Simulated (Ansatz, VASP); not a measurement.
# One calculation of Cu, two programs

The input INCAR:

```
SYSTEM = Cu
PREC = Accurate ; ENCUT = 520
EDIFF = 1E-6 ; ISMEAR = 0
SIGMA = 0.1 ; LREAL = .FALSE.
LASPH = .TRUE. ; NELM = 80
ALGO = Fast ; ISIF = 2
LWAVE = .FALSE. ; LCHARG = .TRUE.
GGA = PE ; LELF = .TRUE.
LVHAR = .TRUE. ; NBANDS = 12
```

Contents of KPOINTS:

```
regular mesh
0
G
  8 8 8
  0 0 0
```

The input POSCAR:

```
Cu
1.0
    0.0000000000      1.7887153358      1.7887153358
    1.7887153358      0.0000000000      1.7887153358
    1.7887153358      1.7887153358      0.0000000000
Cu
1
Direct
    0.0000000000      0.0000000000      0.0000000000
```

Input for Ansatz:

```yaml
crystal:
  lattice:
    - [0.0, 1.7887153358, 1.7887153358]
    - [1.7887153358, 0.0, 1.7887153358]
    - [1.7887153358, 1.7887153358, 0.0]
  atoms:
    - { symbol: Cu, position: [0.0, 0.0, 0.0] }
basis:
  ecutwfc: 420
kpoints:
  mp_grid: { grid: [8, 8, 8] }
hamiltonian:
  xc: pbe
scf:
  occupations: { method: gaussian, width: 0.1 }
output:
  forces: true
  stress: true
  eigenvalues: true
```

Alike in both runs: task single point; functional PBE; k mesh 8 × 8 × 8; occupations gaussian, width 0.1 eV; no spin polarisation.

```csv
,VASP,Ansatz
version,VASP 6.6.1,Ansatz 0.2.0
potentials or method,"VASP PAW PBE potentials, release 64 (Cu)","scalar-relativistic, plane waves, PAW"
plane-wave cutoff (eV),520,420
valence electrons in the cell,11,19
```

VASP gave:

* gap on the k mesh at the Fermi level (eV): none
* pressure (GPa): 8.3

Task: Estimate Ansatz's values.

Result: gap on the k mesh at the Fermi level (eV): none; pressure (GPa): 7.8.

A gap of «none» marks a metal or a gap that the smearing closes. The two sets of potentials don't hold the same shells in valence.

Caveats: the k mesh is coarse (spacing up to 0.38 Å⁻¹), so the values aren't converged.
